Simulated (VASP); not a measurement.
Input of a VASP 6.6.1 run:

File POSCAR:

```
Ta
1.0
   -1.6512800000      1.6512800000      1.6512800000
    1.6512800000     -1.6512800000      1.6512800000
    1.6512800000      1.6512800000     -1.6512800000
Ta
1
Direct
    0.0000000000      0.0000000000      0.0000000000
```

Contents of INCAR.step1:

```
SYSTEM = Ta
ALGO = Normal ; EDIFF = 1E-8
EDIFFG = -0.002 ; ENCUT = 600
GGA = PE ; IBRION = 2
ISIF = 3 ; ISMEAR = 0
LASPH = .TRUE. ; LCHARG = .FALSE.
LREAL = .FALSE. ; LWAVE = .FALSE.
NELM = 80 ; NSW = 40
PREC = Accurate ; SIGMA = 0.1
```

INCAR.step2

```
SYSTEM = Ta
ALGO = Normal ; EDIFF = 1E-8
ENCUT = 600 ; GGA = PE
IBRION = 6 ; ISIF = 3
ISMEAR = 0 ; LASPH = .TRUE.
LCHARG = .FALSE. ; LREAL = .FALSE.
LWAVE = .FALSE. ; NELM = 80
NFREE = 2 ; NSW = 1
POTIM = 0.015 ; PREC = Accurate
SIGMA = 0.1
```

KPOINTS

```
k-points
0
G
  18 18 18
  0 0 0
```

Potentials or basis: VASP PAW PBE potentials, release 64 (Ta_pv).

The run is started by

```console
$ cat potpaw_PBE.64/Ta_pv/POTCAR > POTCAR
$ cp INCAR.step1 INCAR
$ mpirun -np 1 vasp_std > vasp.out
$ cp CONTCAR POSCAR
$ cp INCAR.step2 INCAR
$ mpirun -np 1 vasp_std > vasp.out
```

(1) What does it give for the elastic constants C11, C12, C44?

(2) Predict the Voigt bulk modulus.

(3) Predict the relaxed volume.

(4) Estimate the space group after relaxing (to 0.05 Å).

Answers

(1) 264, 161, 74 GPa.

(2) 195 GPa.

(3) 18.29 Å³/atom.

(4) Im-3m (No. 229).
